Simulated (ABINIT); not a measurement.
# TePb (Pm-3m) in ABINIT: a series of runs, part 2 of 2

ABINIT 10.8.3 (patched build). The steps go on from the part before.

**4. Equation of state, LDA, spin-orbit coupling, no magnetisation**

File run.abi:

```
ndtset 7
getwfk -1
scalecart1 3*0.9795861087
scalecart2 3*0.9864848297
scalecart3 3*0.9932883884
scalecart4 3*1.0000000000
scalecart5 3*1.0066227096
scalecart6 3*1.0131594038
scalecart7 3*1.0196128224

pp_dirpath "./"
pseudos "Pb.LDA_PW-JTH_sp.xml, Te.LDA_PW-JTH.xml"

acell 4.002287 4.002287 4.002287 Angstrom
rprim
     1.0000000000     0.0000000000     0.0000000000
     0.0000000000     1.0000000000     0.0000000000
     0.0000000000     0.0000000000     1.0000000000
ntypat 2
znucl 82 52
natom 2
typat 1 2
xred
     0.0000000000     0.0000000000     0.0000000000
     0.5000000000     0.5000000000     0.5000000000

ecut 15.0
pawecutdg 30.0

kptopt 4
ngkpt 7 7 7
nshiftk 1
shiftk 0.0 0.0 0.0

ixc 7

nband 18
occopt 3
tsmear 0.05 eV

nspinor 2
nspden 1
pawspnorb 1

nstep 100
tolvrs 1.0e-9

iomode 3
prtwf 1
prtden 0
prteig 0
prtebands 0
```

Potentials or basis: JTH PAW LDA v2.0 sp.

Run with:

```
> abinit run.abi > log 2>&1
```

run.abo:

```text
.Version 10.8.3 of ABINIT
 DATASET    1 : space group P4 3 2 (#207); Bravais cP (primitive cubic)
================================================================================
 Values of the parameters that define the memory need for DATASET  1.
     intxc =       0    ionmov =       0      iscf =      17    lmnmax =      13
     lnmax =       5     mgfft =      27  mpssoang =       3    mqgrid =    3001
     natom =       2  nloc_mem =       2    nspden =       1   nspinor =       2
    nsppol =       1      nsym =      24    n1xccc =       1    ntypat =       2
    occopt =       3   xclevel =       1
       mpw =        1145          nfft =       19683          nkpt =          21
 PAW method is used; the additional fine FFT grid is defined by:
   mgfftf=        40    nfftf =     64000
================================================================================
================================================================================
[... 71 lines left out ...]
 DATASET    7 : space group P4 3 2 (#207); Bravais cP (primitive cubic)
================================================================================
 Values of the parameters that define the memory need for DATASET  7.
     intxc =       0    ionmov =       0      iscf =      17    lmnmax =      13
     lnmax =       5     mgfft =      30  mpssoang =       3    mqgrid =    3001
     natom =       2  nloc_mem =       2    nspden =       1   nspinor =       2
    nsppol =       1      nsym =      24    n1xccc =       1    ntypat =       2
    occopt =       3   xclevel =       1
       mpw =        1309          nfft =       27000          nkpt =          21
 PAW method is used; the additional fine FFT grid is defined by:
   mgfftf=        40    nfftf =     64000
================================================================================
================================================================================

--------------------------------------------------------------------------------
------------- Echo of variables that govern the present computation ------------
--------------------------------------------------------------------------------
 -outvars: echo values of preprocessed input variables --------
            acell      7.5632263073E+00  7.5632263073E+00  7.5632263073E+00 Bohr
              amu      2.07200000E+02  1.27600000E+02
             ecut      1.50000000E+01 Hartree
           getwfk          -1
              ixc           7
           jdtset        1    2    3    4    5    6    7
           kptopt           4
         kptrlatt        7    0    0      0    7    0      0    0    7
          kptrlen1     5.18618200E+01
          kptrlen2     5.22270561E+01
          kptrlen3     5.25872541E+01
          kptrlen4     5.29425842E+01
          kptrlen5     5.32932075E+01
          kptrlen6     5.36392770E+01
          kptrlen7     5.39809377E+01
            natom           2
            nband          18
           ndtset           7
            ngfft1         27      27      27
            ngfft2         30      30      30
            ngfft3         30      30      30
            ngfft4         30      30      30
            ngfft5         30      30      30
            ngfft6         30      30      30
            ngfft7         30      30      30
          ngfftdg          40      40      40
             nkpt          21
          nspinor           2
            nstep         100
             nsym          24
           ntypat           2
           occopt           3
[... 39 lines left out ...]
                       2.0011435000E+00  2.0011435000E+00  2.0011435000E+00
           xangst5     0.0000000000E+00  0.0000000000E+00  0.0000000000E+00
                       2.0143964923E+00  2.0143964923E+00  2.0143964923E+00
           xangst6     0.0000000000E+00  0.0000000000E+00  0.0000000000E+00
                       2.0274773554E+00  2.0274773554E+00  2.0274773554E+00
           xangst7     0.0000000000E+00  0.0000000000E+00  0.0000000000E+00
                       2.0403915721E+00  2.0403915721E+00  2.0403915721E+00
            xcart1     0.0000000000E+00  0.0000000000E+00  0.0000000000E+00
                       3.7044157138E+00  3.7044157138E+00  3.7044157138E+00
            xcart2     0.0000000000E+00  0.0000000000E+00  0.0000000000E+00
                       3.7305040079E+00  3.7305040079E+00  3.7305040079E+00
            xcart3     0.0000000000E+00  0.0000000000E+00  0.0000000000E+00
                       3.7562324349E+00  3.7562324349E+00  3.7562324349E+00
            xcart4     0.0000000000E+00  0.0000000000E+00  0.0000000000E+00
                       3.7816131536E+00  3.7816131536E+00  3.7816131536E+00
            xcart5     0.0000000000E+00  0.0000000000E+00  0.0000000000E+00
                       3.8066576794E+00  3.8066576794E+00  3.8066576794E+00
            xcart6     0.0000000000E+00  0.0000000000E+00  0.0000000000E+00
                       3.8313769281E+00  3.8313769281E+00  3.8313769281E+00
            xcart7     0.0000000000E+00  0.0000000000E+00  0.0000000000E+00
                       3.8557812608E+00  3.8557812608E+00  3.8557812608E+00
             xred      0.0000000000E+00  0.0000000000E+00  0.0000000000E+00
                       5.0000000000E-01  5.0000000000E-01  5.0000000000E-01
            znucl       82.00000   52.00000

================================================================================

 chkinp: Checking input parameters for consistency, jdtset=   1.

 chkinp: Checking input parameters for consistency, jdtset=   2.
[... 40 lines left out ...]
 getcut: wavevector=  0.0000  0.0000  0.0000  ngfft=  40  40  40
         ecut(hartree)=     30.000   => boxcut(ratio)=   2.18970

--- Pseudopotential description ------------------------------------------------
- pspini: atom type   1  psp file is ./Pb.LDA_PW-JTH_sp.xml
 Pseudopotential format is: paw10
 basis_size (lnmax)=  5 (lmn_size= 13), orbitals=   0   0   1   1   2
 Spheres core radius: rc_sph= 2.91365156
 Shapefunction is SIN type: shapef(r)=[sin(pi*r/rshp)/(pi*r/rshp)]**2
 Radius for shape functions =  2.21205640
 Compensation charge density is not taken into account in XC energy/potential

- pspini: atom type   2  psp file is ./Te.LDA_PW-JTH.xml
 Pseudopotential format is: paw10
 basis_size (lnmax)=  4 (lmn_size=  8), orbitals=   0   0   1   1
 Spheres core radius: rc_sph= 2.31107438
 Shapefunction is SIN type: shapef(r)=[sin(pi*r/rshp)/(pi*r/rshp)]**2
 Radius for shape functions =  2.10488624
 Compensation charge density is not taken into account in XC energy/potential

   1.48860783E+03                                ecore*ucvol(ha*bohr**3)
--------------------------------------------------------------------------------

[... 1284 lines left out ...]
-Cartesian components of stress tensor (GPa)         [Pressure= -5.6376E+00 GPa]
- sigma(1 1)=  5.63764245E+00  sigma(3 2)=  0.00000000E+00
- sigma(2 2)=  5.63764245E+00  sigma(3 1)=  0.00000000E+00
- sigma(3 3)=  5.63764245E+00  sigma(2 1)=  0.00000000E+00

== END DATASET(S) ==============================================================
================================================================================

 -outvars: echo values of variables after computation  --------
            acell      7.5632263073E+00  7.5632263073E+00  7.5632263073E+00 Bohr
           etotal1    -1.2234881678E+01
           etotal2    -1.2234232299E+01
           etotal3    -1.2233342023E+01
           etotal4    -1.2232238737E+01
           etotal5    -1.2230950124E+01
           etotal6    -1.2229498220E+01
           etotal7    -1.2227905836E+01
            fcart1    -0.0000000000E+00 -0.0000000000E+00 -0.0000000000E+00
                      -0.0000000000E+00 -0.0000000000E+00 -0.0000000000E+00
            fcart2    -0.0000000000E+00 -0.0000000000E+00 -0.0000000000E+00
                      -0.0000000000E+00 -0.0000000000E+00 -0.0000000000E+00
            fcart3    -0.0000000000E+00 -0.0000000000E+00 -0.0000000000E+00
                      -0.0000000000E+00 -0.0000000000E+00 -0.0000000000E+00
            fcart4    -0.0000000000E+00 -0.0000000000E+00 -0.0000000000E+00
                      -0.0000000000E+00 -0.0000000000E+00 -0.0000000000E+00
            fcart5    -0.0000000000E+00 -0.0000000000E+00 -0.0000000000E+00
                      -0.0000000000E+00 -0.0000000000E+00 -0.0000000000E+00
[... 38 lines left out ...]
                       0.0000000000E+00  0.0000000000E+00  0.0000000000E+00
           xangst1     0.0000000000E+00  0.0000000000E+00  0.0000000000E+00
                       1.9602923741E+00  1.9602923741E+00  1.9602923741E+00
           xangst2     0.0000000000E+00  0.0000000000E+00  0.0000000000E+00
                       1.9740977048E+00  1.9740977048E+00  1.9740977048E+00
           xangst3     0.0000000000E+00  0.0000000000E+00  0.0000000000E+00
                       1.9877126021E+00  1.9877126021E+00  1.9877126021E+00
           xangst4     0.0000000000E+00  0.0000000000E+00  0.0000000000E+00
                       2.0011435000E+00  2.0011435000E+00  2.0011435000E+00
           xangst5     0.0000000000E+00  0.0000000000E+00  0.0000000000E+00
                       2.0143964923E+00  2.0143964923E+00  2.0143964923E+00
           xangst6     0.0000000000E+00  0.0000000000E+00  0.0000000000E+00
                       2.0274773554E+00  2.0274773554E+00  2.0274773554E+00
           xangst7     0.0000000000E+00  0.0000000000E+00  0.0000000000E+00
                       2.0403915721E+00  2.0403915721E+00  2.0403915721E+00
             xred      0.0000000000E+00  0.0000000000E+00  0.0000000000E+00
                       5.0000000000E-01  5.0000000000E-01  5.0000000000E-01
 Calculation completed.
```

Run time: 2.5 min. Hardware: 1 thread of Arm Neoverse V1, shared host; peak memory 0.12 GiB.

Results:

```
Equilibrium volume : 29.06 Å³/atom (rough: see the caveat)
Bulk modulus       : 53 GPa (rough)
```

Energy against volume, from the lowest point:
| volume (Å³/atom) | energy (meV/atom) |
| --- | --- |
| 30.132 | 0.00 |
| 30.773 | 8.84 |
| 31.414 | 20.95 |
| 32.055 | 35.96 |
| 32.696 | 53.49 |
| 33.337 | 73.25 |
| 33.978 | 94.91 |

Caveat: pressures at fixed basis lie under the slope of the energies; the minimum lies outside the volumes run; this set keeps more shells in the core, which shifts pressures and gaps.
